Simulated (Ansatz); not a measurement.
## RbBr: optical spectrum from first principles

Aim: the dielectric function of RbBr, and the optical constants that follow from it. The cell comes from an older database entry, whose edges can differ from later determinations, mostly by under a per cent.

Calculated with Ansatz 0.2.0; DFT, PBE, plane-wave PAW, default files, scalar-relativistic, independent-particle optical response without local fields.

The database entry behind the starting cell differs from later determinations by our own check (about 0.5 % short), so it need not match the best structure at ambient conditions.

### 1. Set-up

The structure is cubic, space group Fm-3m (No. 225). The conventional cell has a = 6.854 Å, b = 6.854 Å, c = 6.854 Å, α = 90.00°, β = 90.00°, γ = 90.00°. Rb has 6 Br at 3.43 Å nearest. Br has 6 Rb at 3.43 Å nearest. Farther neighbours and most contacts between anions are not listed.

### 2. Ground state and bands

First the ground state: is it a metal or has it a gap?

This step: DFT, PBE, plane-wave PAW, default files, scalar-relativistic, ground state (Ansatz 0.2.0).

The input, input.yaml:

```yaml
crystal:
  lattice:
    - [0.0, 3.427, 3.427]
    - [3.427, 0.0, 3.427]
    - [3.427, 3.427, 0.0]
  atoms:
    - { symbol: Rb, position: [0.0, 0.0, 0.0] }
    - { symbol: Br, position: [0.5, 0.5, 0.5] }
kpoints:
  mp_grid: { grid: [6, 6, 6] }
  band_path:
    path:
      - [[0.0, 0.0, 0.0], [0.5, 0.0, 0.5], [0.5, 0.25, 0.75], [0.375, 0.375, 0.75], [0.0, 0.0, 0.0], [0.5, 0.5, 0.5], [0.625, 0.25, 0.625], [0.5, 0.25, 0.75], [0.5, 0.5, 0.5], [0.375, 0.375, 0.75]]
      - [[0.625, 0.25, 0.625], [0.5, 0.0, 0.5]]
    npoints: 7
scf:
  occupations: { method: fermi_dirac, width: 0.05 }
  n_extra_bands: 6
hamiltonian:
  xc: pbe
  pseudopotentials: { kind: paw }
output:
  forces: true
  stress: true
  populations: true
  write_bands: true
```

The run is started by

```console
ansatz run input.yaml --threads 2 --pin off --max-ram 5120MiB --backend cpu --events-out ev --progress --plain --runs-dir out
```

Numbers of over 12 decimals in the logs are rounded to 6 here.

Log:

```text
scf.n_extra_bands = 6 over 8 filled bands (N_el = 16.0): the run solves 14 bands
Engine: ansatz 0.2.0, aarch64-unknown-linux-gnu
Pseudopotentials: kind: paw
Pseudopotential: Rb, paw, valence charge 9, recommended cutoff 420 eV (normal), Rb.paw.azcp
Pseudopotential: Br, paw, valence charge 7, recommended cutoff 420 eV (normal), Br.paw.azcp
Functional definition: PBE
  parameter kappa = 0.804
  parameter beta = 0.066725
  exchange = pbe_x(kappa = kappa, mu = beta*pi^2/3)
  correlation = pbe_c(beta = beta)
Crystal: 2 atoms, lattice volume = 80.496 Å³
Basis set: ecut = 420 eV, 1591 PW (Γ), exchange–correlation on 72×72×72 points (8 copies of the dense FFT grid, shifted against one another)
Bands: 14, of which v1, the nominal top of the filled ones, is band 8 counted from 1 (7 counted from 0)
Symmetry: 48 space group operations
Space group: Fm-3m (ITA 225), of the structure as read, at distance tolerance 4.3e-5 Å
k-points: 16 of 216
Non-local potential: Rb, projectors of the file, l = 0: 3, l = 1: 2, l = 2: 2
Non-local potential: Br, projectors of the file, l = 0: 2, l = 1: 2, l = 2: 2
PAW form: soft (Blöchl's): semilocal exchange-correlation on the pseudo side does not see the compensation charge
PAW one-centre angular grid: Rb, 110 points (default); XC on 64 Gauss nodes
PAW one-centre angular grid: Br, 110 points (default); XC on 64 Gauss nodes
Initial density: superposition of atomic densities (neutral atoms: chi_scale 0, normalization atom), corrected by the library's trained network
Initial wavefunctions: pseudopotential atomic-orbital guess
Functional: x = pbe(κ = 0.804, μ = 0.219515), c = pbe(β = 0.066725)
SCF iter   1: F=—  HF=-6054.052974 eV  |F-HF|=—  |Δ(HF+E_count)|=         —  Δρ=2.38e-4  dr2=7.31e-5  ethr=1.77e-3  ⟨swp⟩=8.5  Hψ=1571  notcnv=0
preconditioner: auto → none  [insulator: Δε(μ)=4.357 eV  Ē_g=14.020 eV  σ=0.050 eV  W_gap=1.00  n_scr=14 (ndim 8)  ℏωp=15.5 eV  f_vac=0.082  D(μ)=0.00/eV (n_scr^D=0)  ε∞_Penn≈2.2]
SCF iter   2: F=—  HF=-6054.053320 eV  |F-HF|=—  |Δ(HF+E_count)|=   3.46e-4  Δρ=7.60e-5  dr2=2.85e-6  ethr=4.57e-7  ⟨swp⟩=3.4  Hψ=615  notcnv=0
SCF iter   3: F=—  HF=-6054.053338 eV  |F-HF|=—  |Δ(HF+E_count)|=   1.77e-5  Δρ=2.95e-5  dr2=3.25e-7  ethr=1.78e-8  ⟨swp⟩=2.4  Hψ=315  notcnv=0
iter 4 did not close the SCF: its close was put off for the readings that it lacked (scf_convergence_deferred on its scf_iter line)
SCF iter   4: F=-6054.053341 eV  HF=-6054.053341 eV  |F-HF|=6.06e-8  |Δ(HF+E_count)|=   3.72e-6  Δρ=3.86e-6  dr2=1.08e-8  ethr=2.03e-9  ⟨swp⟩=2.0  Hψ=313  notcnv=0
iter 5 did not close the SCF: its close was put off for the readings that it lacked (scf_convergence_deferred on its scf_iter line)
SCF iter   5: F=-6054.053341 eV  HF=-6054.053341 eV  |F-HF|=1.53e-9  |Δ(HF+E_count)|=   6.66e-8  Δρ=6.00e-7  dr2=1.21e-10  ethr=6.72e-11  ⟨swp⟩=2.0  Hψ=315  notcnv=0
SCF iter   6: F=-6054.053341 eV  HF=-6054.053341 eV  |F-HF|=9.09e-13  |Δ(HF+E_count)|=   1.72e-9  Δρ=6.63e-8  dr2=4.70e-12  ethr=1.00e-12  ⟨swp⟩=5.0  Hψ=933  notcnv=0
SCF 1 converged in 6 iterations: F = -6054.053341 eV  dr2 = 4.70e-12
  greatest PAW one-centre occupation: 0.973 electrons in one spin orbital (limit 2), on the Rb atom at site 0 (counted from 0), in its partial waves of l = 0
NSCF: frozen V_eff on 72 k-points
SCF converged after 6 iterations
Free energy (F): -6054.053341 eV
Harris-Foulkes:  -6054.053341 eV  (|F-HF|=9.09e-13)
Internal energy: -6054.053341 eV  (E = F + TS)
E sigma→0 (E₀):  -6054.053341 eV
Fermi energy:    3.468217 eV
--- Per-component energies (eV) ---
  E_band       = -107.160136
  E_kinetic    = 327.414114
  E_local      = -799.827478  (includes V_loc(G=0)·N_el)
  E_nonlocal   = 243.417161
  E_hartree    = 206.208569
  E_xc         = -396.353352
  E_vxc        = -242.073576  (∫ρ·V_xc dr)
  E_paw        = -4864.572906  (= ΣΔE_a)
  E_vpaw       = -48.507511  (= ΣTr[D̂ρ^β])
  E_aug_tail   = -0.000001  (compensation charges beyond the density's cutoff)
  E_ewald      = -770.339449
  E_smearing   = -0.000000  (= −TS)
  E_closure    = -0.000000  (closes the sum)
  Σ components = -6054.053341   (vs F -6054.053341, Δ=0.00e0)
--- Forces (eV/Å), atoms counted from 1 ---
  atom   1  Rb    -0.00000000     0.00000000    -0.00000000
  atom   2  Br     0.00000000    -0.00000000    -0.00000000
  max |Σ_I F_I| component: 2.24e-29 eV/Å
--- Stress (GPa, compression-positive) ---
        1.001139      -0.000000       0.000000
        0.000000       1.001139       0.000000
        0.000000       0.000000       1.001139
  P = ⅓ Tr σ = 1.0011 GPa (10.011 kbar)
--- Band table (eV; the first three rows and the last of 16) ---
  k-point 0: bands = [... 4 lower, -7.2697, 1.2197, 1.2197, 1.2197, 5.5846, 8.5027, 8.5027, 8.5027, ... 2 higher]
  k-point 1: bands = [... 4 lower, -7.2576, 0.9163, 1.1253, 1.1253, 6.2248, 8.3687, 8.8302, 8.8302, ... 2 higher]
  k-point 2: bands = [... 4 lower, -7.2337, 0.4351, 0.9488, 0.9488, 7.4724, 8.5253, 9.7427, 9.7427, ... 2 higher]
  k-point 15: bands = [... 4 lower, -7.2739, 0.8042, 0.8080, 0.9575, 7.5319, 9.0908, 9.2050, 10.1665, ... 2 higher]
--- Löwdin populations: 2 sites ---
  site symbol       q [e]
     0     Rb      8.2735
     1     Br      7.6728
  spilling = 0.003359 (of n_electrons = 16.000000)
```

The job ended after 1.7 s (2 threads of Arm Neoverse V2, shared host; peak memory 0.31 GiB).

The column dr2 measures how far the density is from self-consistency, as an energy; F and HF (Harris–Foulkes) agree once it is small.

Read-outs, printed or worked out from the files:

```
free energy                  : -6054.0533 eV
Fermi energy                 : 3.468 eV
gap by band count            : 4.365 eV
electrons                    : 16
symmetry operations          : 48
pressure                     : 1.001 GPa
gap on the k-mesh            : 4.365 eV
volume                       : 80.50 Å³
gap on the path              : 4.365 eV
least direct gap on the path : 4.365 eV
```

There is a gap, 4.36 eV on the path, so no carriers' term is needed. The cell is left with a pressure of 1.0 GPa, as it stands unrelaxed at this level.

The electronic bands at the labelled points (eV, zero at the Fermi level; v1 is the highest filled band, c1 the lowest empty one):

```tsv
point	v4	v3	v2	v1	c1	c2	c3	c4
Γ	-10.74	-2.25	-2.25	-2.25	2.12	5.03	5.03	5.03
0.43 of the way	-10.72	-2.79	-2.33	-2.33	3.20	4.17	6.14	6.14
X	-10.81	-2.72	-2.41	-2.41	3.36	4.88	6.95	6.96
0.43 of the way	-10.78	-2.70	-2.54	-2.46	3.66	5.25	6.36	6.96
W	-10.72	-2.74	-2.60	-2.60	4.83	4.83	6.02	6.37
0.57 of the way	-10.74	-2.74	-2.65	-2.53	4.25	5.60	5.90	6.56
K	-10.77	-2.74	-2.66	-2.51	4.10	5.88	5.91	6.62
0.57 of the way	-10.71	-2.83	-2.48	-2.37	3.45	4.72	5.61	6.21
Γ	-10.74	-2.25	-2.25	-2.25	2.12	5.03	5.03	5.03
0.43 of the way	-10.72	-2.70	-2.39	-2.39	3.11	4.88	5.57	5.57
L	-10.69	-3.24	-2.60	-2.60	4.57	5.47	7.24	7.24
0.57 of the way	-10.73	-3.02	-2.61	-2.57	4.62	5.31	6.62	6.95
U	-10.77	-2.74	-2.66	-2.51	4.10	5.88	5.91	6.62
0.57 of the way	-10.73	-2.74	-2.64	-2.54	4.36	5.41	5.92	6.51
W	-10.72	-2.74	-2.60	-2.60	4.83	4.83	6.02	6.37
0.57 of the way	-10.72	-3.06	-2.60	-2.58	4.70	5.24	6.78	6.83
L	-10.69	-3.24	-2.60	-2.60	4.57	5.47	7.24	7.24
0.43 of the way	-10.72	-3.10	-2.60	-2.58	4.65	5.32	6.82	7.22
K	-10.77	-2.74	-2.66	-2.51	4.10	5.88	5.91	6.62
jump to U	-10.77	-2.74	-2.66	-2.51	4.10	5.88	5.91	6.62
0.43 of the way	-10.79	-2.70	-2.54	-2.45	3.62	5.24	6.48	6.98
X	-10.81	-2.72	-2.41	-2.41	3.36	4.88	6.95	6.96
```

The electronic bands as a text plot (rows in eV, shown from -10.2 to 5.9 only):

```
    5.6 |+ +        ++ ++++   ++  + ++  +++++++++     +++++++++
    4.9 |++     ++++ ++   ++++++++++++++  +++    +++++++ +++   ++
    4.2 |  ++  +     + +++  ++         +++   +++++      +   +++
    3.6 |    ++++++++         +       +                        ++
    2.9 |  ++                  +    ++
    2.2 |++                     ++++
    1.5 |
    0.9 |
    0.2 |
   -0.5 |
   -1.2 |
   -1.8 |
   -2.5 |********************************************************
   -3.2 |    ***          ****        ********      *********
   -3.8 |
   -4.5 |
   -5.2 |
   -5.9 |
   -6.5 |
   -7.2 |
   -7.9 |
   -8.6 |
   -9.2 |
   -9.9 |
         Γ       X    W  K        Γ      L     U  W     L   K|U X
```

### 3. Spectrum

With the density converged, the vertical transitions are summed over the zone.

This step: DFT, PBE, plane-wave PAW, default files, scalar-relativistic, independent-particle optical response without local fields (Ansatz 0.2.0).

input.yaml, the sections that differ from step 2:

```yaml
kpoints:
  mp_grid: { grid: [6, 6, 6] }
scf:
  occupations: { method: fixed }
output:
  optics:
    e_range: [0, 20]
    de: 0.05
    sigma: 0.1
    nscf_kmesh: { grid: [8, 8, 8] }
    bands: auto
# crystal, hamiltonian: as in step 2
```

Log:

```text
[...]
Crystal: 2 atoms, lattice volume = 80.496 Å³
Basis set: ecut = 420 eV, 1591 PW (Γ)
Bands: 12, of which v1, the nominal top of the filled ones, is band 8 counted from 1 (7 counted from 0)
Symmetry: 48 space group operations
[...]
k-points: 16 of 216
[...]
SCF iter   1: F=—  HF=-6054.053155 eV  |F-HF|=—  |Δ(HF+E_count)|=         —  Δρ=2.26e-4  dr2=6.28e-5  ethr=1.77e-3  ⟨swp⟩=6.1  Hψ=1106  notcnv=0  defer=29
[...]
SCF iter   7: F=-6054.053396 eV  HF=-6054.053396 eV  |F-HF|=1.82e-12  |Δ(HF+E_count)|=  4.09e-11  Δρ=2.58e-8  dr2=6.75e-13  ethr=1.00e-12  ⟨swp⟩=6.9  Hψ=836  notcnv=0
SCF 1 converged in 7 iterations: F = -6054.053396 eV  dr2 = 6.75e-13
[...]
NSCF: frozen V_eff on 29 k-points
output.optics: what the bands over the 46 summed would add to eps1, eps2 and the energy-loss function is held between a lower and an upper bound (6 Lanczos steps). eps1, eps2 and their loss function (loss_summed_bands) are given on every row as the summed bands alone make them. Along an axis, on a row where the two bounds hold the loss function to about 1 % of the greater of itself and 0.5 % of |1/eps|, its cell (loss_completed) is given, with the completed eps1 and eps2 that it is formed of (a cell that is left empty reads nan in the table and null in the record). The two bounds hold it so along every axis on all 401 rows up to 20.000 eV. [rest of the remark cut]
SCF converged after 7 iterations
Free energy (F): -6054.053396 eV
[...]
Internal energy: -6054.053396 eV  (E = F + TS)
E sigma→0 (E₀):  -6054.053396 eV
Fermi energy:    1.219748 eV
[...]
--- Band table (eV; the first three rows and the last of 16) ---
  k-point 0: bands = [... 4 lower, -7.2697, 1.2197, 1.2197, 1.2197, 5.5845, 8.5026, 8.5026, 8.5026]
  k-point 1: bands = [... 4 lower, -7.2576, 0.9163, 1.1253, 1.1253, 6.2247, 8.3686, 8.8301, 8.8301]
  k-point 2: bands = [... 4 lower, -7.2337, 0.4351, 0.9488, 0.9488, 7.4723, 8.5252, 9.7426, 9.7426]
  k-point 15: bands = [... 4 lower, -7.2739, 0.8042, 0.8080, 0.9575, 7.5319, 9.0908, 9.2049, 10.1665]
```

The job ended after 14 s (2 threads; peak memory 0.63 GiB; 28 s of CPU time).

This step gave:

```
electronic dielectric constant ε∞, mean over x, y and z (by symmetry where fewer were run) : 2.819
absorption onset, first axis (α over 10⁴ cm⁻¹, or the direct gap if that lies higher)      : 4.365 eV
main peak of Im epsilon, first axis                                                        : 7.194 eV
least direct gap on the mesh                                                               : 4.365 eV
bands summed                                                                               : 46
spectra valid up to                                                                        : 30.74 eV
program's estimate of the k-sum error in Im epsilon                                        : 0.08 %
electrons in the f-sum                                                                     : 15.04
```

The Im ε, any direction has structure finer than the step of the table below, so its rows give means over 0.5 eV, whole bins alone (the curve runs from 0 to 20 eV). Peaks (eV: height): 7.20: 5.18, 9.20: 4.92, 14.45: 2.67, 17.60: 2.73, 19.55: 2.55.

Im ε, any direction against photon energy; means over each step:

```tsv
photon energy (eV)	Im ε, any direction
4.0	4.5e-4
4.5	0.257
5.0	0.614
5.5	0.853
6.0	1.80
6.5	2.78
7.0	4.14
7.5	3.01
8.0	1.72
8.5	2.23
9.0	4.28
9.5	3.88
10.0	2.58
10.5	1.37
11.0	0.792
11.5	0.895
12.0	0.879
12.5	0.970
13.0	0.598
13.5	0.424
14.0	1.38
14.5	2.44
15.0	1.89
15.5	1.83
16.0	1.25
16.5	0.736
17.0	1.52
17.5	2.48
18.0	2.08
18.5	1.27
19.0	1.02
19.5	1.86
```

Re ε, any direction against photon energy:

```tsv
photon energy (eV)	Re ε, any direction
0.0	2.82
0.5	2.83
1.0	2.84
1.5	2.88
2.0	2.93
2.5	3.00
3.0	3.10
3.5	3.25
4.0	3.48
4.5	3.96
5.0	4.03
5.5	4.29
6.0	4.78
6.5	4.34
7.0	3.87
7.5	1.35
8.0	1.65
8.5	3.47
9.0	2.60
9.5	0.173
10.0	-0.770
10.5	-0.289
11.0	0.311
11.5	0.877
12.0	0.897
12.5	1.01
13.0	1.08
13.5	1.66
14.0	2.88
14.5	1.36
15.0	0.900
15.5	0.475
16.0	0.411
16.5	1.04
17.0	1.67
17.5	1.14
18.0	-0.0985
18.5	-0.259
19.0	0.286
19.5	0.582
20.0	-0.467
```

Values under 1 per cm are given as 1. The absorption coefficient, any direction by photon energy:

photon energy (eV), log10 absorption coefficient, any direction (1/cm) and a bar:
```
    0.000        0.0 
    0.500        0.0 
    1.000        0.0 
    1.500        0.0 
    2.000        0.0 
    2.500        0.0 
    3.000        0.0 
    3.500        0.0 
    4.000        0.0 
    4.500        4.5 ######################
    5.000        4.9 #######################
    5.500        5.1 ########################
    6.000        5.4 ##########################
    6.500        5.6 ###########################
    7.000        5.8 ############################
    7.500        5.8 ############################
    8.000        5.7 ###########################
    8.500        5.6 ###########################
    9.000        6.0 #############################
    9.500        6.1 #############################
   10.000        6.1 #############################
   10.500        6.0 #############################
   11.000        5.8 ###########################
   11.500        5.7 ###########################
   12.000        5.7 ###########################
   12.500        5.8 ############################
   13.000        5.5 ##########################
   13.500        5.3 #########################
   14.000        5.7 ###########################
   14.500        6.1 #############################
   15.000        6.1 #############################
   15.500        6.1 #############################
   16.000        6.1 #############################
   16.500        5.7 ###########################
   17.000        6.0 #############################
   17.500        6.2 ##############################
   18.000        6.3 ##############################
   18.500        6.2 ##############################
   19.000        6.1 #############################
   19.500        6.3 ##############################
   20.000        6.2 ##############################
```

The reflectivity at normal incidence, any direction by photon energy; read off at these points:

photon energy (eV), reflectivity at normal incidence, any direction (%) and a bar:
```
     0.00        6.4 ####
     0.50        6.4 ####
     1.00        6.5 ####
     1.50        6.7 #####
     2.00        6.9 #####
     2.50        7.2 #####
     3.00        7.6 #####
     3.50        8.2 ######
     4.00        9.1 #######
     4.50       11.0 ########
     5.00       11.5 #########
     5.50       12.7 ##########
     6.00       15.8 #############
     6.50       17.1 ##############
     7.00       20.4 #################
     7.25       25.8 ######################
     7.50       14.4 ############
     8.00        8.0 ######
     8.50       12.9 ##########
     9.00       20.4 #################
     9.50       26.3 ######################
    10.00       30.6 ##########################
    10.50       23.4 ####################
    11.00        9.5 #######
    11.50        4.4 ##
    12.00        3.9 ##
    12.50        5.1 ###
    13.00        1.7 
    13.50        2.1 
    14.00        9.1 #######
    14.50       14.8 ############
    15.00       11.2 #########
    15.50       15.2 ############
    16.00       11.7 #########
    16.50        2.2 
    17.00        7.8 ######
    17.50       15.4 ############
    18.00       21.6 ##################
    18.40       25.1 #####################
    18.50       23.2 ####################
    19.00       11.1 #########
    19.50       16.8 ##############
    19.80       34.6 ##############################
    20.00       32.4 ############################
```

The refractive index n and extinction k by photon energy:

```tsv
photon energy (eV)	n	k
0	1.68	0
1	1.69	0
2	1.71	0
3	1.76	0
4	1.87	0
5	2.01	0.153
6	2.22	0.415
7	2.17	0.922
8	1.40	0.572
9	1.93	1.06
10	0.979	1.31
11	0.753	0.505
12	1.03	0.406
13	1.07	0.266
14	1.74	0.385
15	1.21	0.752
16	0.959	0.713
17	1.41	0.557
18	1.00	1.05
19	0.810	0.608
20	0.505	0.850
```

(Part 1 of 2 ends here.)

[Logs are printed without paths, hosts, clocks, repeated set-up lines and the standing remarks that a program may print on its own settings, such as how far it seeks lower states.]

[Hosts, paths, dates, database ids (printed as entryN), source tags and the programs' standing remarks are cut or masked in the printed files.]
